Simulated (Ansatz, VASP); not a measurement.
Two plane-wave programs on As

INCAR

```
SYSTEM = As
PREC     = Accurate       ! precision mode
ENCUT    = 600            ! plane-wave cutoff, eV
EDIFF    = 1E-6           ! SCF threshold, eV
ISMEAR   = -1             ! smearing method
SIGMA    = 0.05           ! smearing width, eV
LREAL    = .False.        ! projectors in reciprocal space
LASPH    = .True.         ! aspherical terms in the spheres
NELM     = 60             ! most SCF steps
ALGO     = Normal         ! electronic algorithm
ISIF     = 2              ! what is computed and relaxed
LWAVE    = .False.        ! write WAVECAR
LCHARG   = .False.        ! write CHGCAR
GGA      = PE             ! functional
```

The input KPOINTS:

```
regular mesh
0
Gamma
  10 10 10
  0 0 0
```

POSCAR

```
As
1.0
    2.7036817444      0.0000000000      0.0000000000
    0.0000000000      2.7036817444      0.0000000000
    0.0000000000      0.0000000000      2.7036817444
As
1
Direct
    0.5000000000      0.5000000000      0.5000000000
```

The input KPOINTS_OPT:

```
path GXMGRX,MR
10
line-mode
reciprocal
 0.0000000000  0.0000000000  0.0000000000  G
 0.0000000000  0.5000000000  0.0000000000  X

 0.0000000000  0.5000000000  0.0000000000  X
 0.5000000000  0.5000000000  0.0000000000  M

 0.5000000000  0.5000000000  0.0000000000  M
 0.0000000000  0.0000000000  0.0000000000  G

 0.0000000000  0.0000000000  0.0000000000  G
 0.5000000000  0.5000000000  0.5000000000  R

 0.5000000000  0.5000000000  0.5000000000  R
 0.0000000000  0.5000000000  0.0000000000  X

 0.5000000000  0.5000000000  0.0000000000  M
 0.5000000000  0.5000000000  0.5000000000  R
```

Contents of input.yaml:

```yaml
crystal:
  lattice:
    - [2.7036817444, 0.0, 0.0]
    - [0.0, 2.7036817444, 0.0]
    - [0.0, 0.0, 2.7036817444]
  atoms:
    - { symbol: As, position: [0.5, 0.5, 0.5] }
hamiltonian:
  xc: pbe
  pseudopotentials: { kind: paw }
kpoints:
  mp_grid: { grid: [10, 10, 10] }
  band_path:
    path:
      - [[0.0, 0.0, 0.0], [0.0, 0.5, 0.0], [0.5, 0.5, 0.0], [0.0, 0.0, 0.0], [0.5, 0.5, 0.5], [0.0, 0.5, 0.0]]
      - [[0.5, 0.5, 0.0], [0.5, 0.5, 0.5]]
    npoints: 14
scf:
  occupations: { method: fermi_dirac, width: 0.05 }
  n_extra_bands: 6
output:
  forces: true
  stress: true
  eigenvalues: true
  fatbands: false
  write_density: true
  write_potential: true
  elf: true
  volumetric_format: npy
```

This isn't the form of As at room conditions, which is rhombohedral.

Alike in both runs: task band structure; functional PBE; k mesh 10 × 10 × 10; occupations fermi-dirac, width 0.05 eV; no spin polarisation.

```csv
,VASP,Ansatz
version,VASP 6.6.1,Ansatz 0.2.0
potentials or method,"VASP PAW PBE potentials, release 64 (As_GW)",Ansatz PAW
plane-wave cutoff (eV),600,420
valence electrons in the cell,5,15
```

Ansatz gave:

* gap on the k mesh at the Fermi level (eV): none
* pressure (GPa): 2.2

Question: What did VASP give for the same quantities?

Answer: gap on the k mesh at the Fermi level (eV): none; pressure (GPa): 2.3.

A gap of «none» marks a metal or a gap that the smearing closes. The two sets of potentials don't hold the same shells in valence.
